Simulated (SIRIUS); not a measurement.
Write the native input for SIRIUS 7.12.0 that does the following.

- Task: single point
- Functional: PBE
- Potentials or basis: PseudoDojo 0.4.1 PBE standard (scalar relativistic)
- Cutoff: 1254 eV
- Density cutoff: 5016 eV
- k mesh: 13 × 13 × 13
- Occupations: fermi-dirac, width 0.05 eV
- Spin: no spin polarisation
- Hubbard terms: Cu d U = 8 eV
- Libxc names: ["XC_GGA_X_PBE", "XC_GGA_C_PBE"]
- Energy tol: 1e-08 Ha
- Density tol: 1e-06
- Mixer: anderson
- Mixing beta: 0.7
- Max scf: 100
- Radial cutoff for the potentials' integrals: 6.5 bohr
- Form of the Hubbard term: simplified (Dudarev)
- Hubbard projectors: orthogonalised atomic orbitals
- Start of the occupations: the program's own

Crystal: Cu.

```
CELL_PARAMETERS angstrom
0.00000 1.80750 1.80750
1.80750 0.00000 1.80750
1.80750 1.80750 0.00000
ATOMIC_POSITIONS crystal
Cu 0.00000 0.00000 0.00000
```

The input as run:

sirius.json

```json
{
  "control": {
    "processing_unit": "cpu",
    "verbosity": 2,
    "num_bands_to_print": 17,
    "print_forces": true,
    "print_stress": true
  },
  "parameters": {
    "electronic_structure_method": "pseudopotential",
    "xc_functionals": ["XC_GGA_X_PBE", "XC_GGA_C_PBE"],
    "gk_cutoff": 9.6,
    "pw_cutoff": 19.2,
    "ngridk": [13, 13, 13],
    "shiftk": [0, 0, 0],
    "smearing": "fermi_dirac",
    "smearing_width": 0.0018374661,
    "num_bands": 17,
    "num_mag_dims": 0,
    "num_dft_iter": 100,
    "energy_tol": 1e-08,
    "density_tol": 1e-06,
    "hubbard_correction": true
  },
  "iterative_solver": {
    "type": "davidson",
    "min_tolerance": 1e-10
  },
  "mixer": {
    "type": "anderson",
    "beta": 0.7,
    "max_history": 8
  },
  "settings": {
    "tol_ne": 1e-10,
    "pseudo_grid_cutoff": 6.5
  },
  "unit_cell": {
    "lattice_vectors": [
      [0.0, 3.415679970261, 3.415679970261],
      [3.415679970261, 0.0, 3.415679970261],
      [3.415679970261, 3.415679970261, 0.0]
    ],
    "atom_coordinate_units": "lattice",
    "atom_types": ["Cu"],
    "atom_files": {
      "Cu": "Cu.json"
    },
    "atoms": {
      "Cu": [
        [0.0, 0.0, 0.0]
      ]
    }
  },
  "hubbard": {
    "simplified": true,
    "subspace_method": "full_orthogonalization",
    "local": [
      {
        "atom_type": "Cu",
        "n": 3,
        "l": 2,
        "U": 0.29399458,
        "J": 0.0,
        "total_initial_occupancy": 9
      }
    ]
  }
}
```

Potentials or basis: PseudoDojo 0.4.1 PBE standard (scalar relativistic).

Command:

```sh
$ upf_to_json Cu.upf
$ # the labels of the atomic orbitals (3D, 4S, ...) are then added to the .json files where the converter dropped them
$ OMP_NUM_THREADS=1 sirius.scf --input=sirius.json --output=out.json --task=0
```

It gave:

- Pressure: 5.6 GPa
- Band gap on the k mesh: none (metal or under the smearing width)

Caveat: U without spin polarisation on a metal has little footing; the U is typed as a test and isn't derived for this compound.

Wall time 12 s on 1 thread of AMD EPYC 9R45 96-Core Processor (Zen 5), on a shared host, peak memory 0.27 GiB.
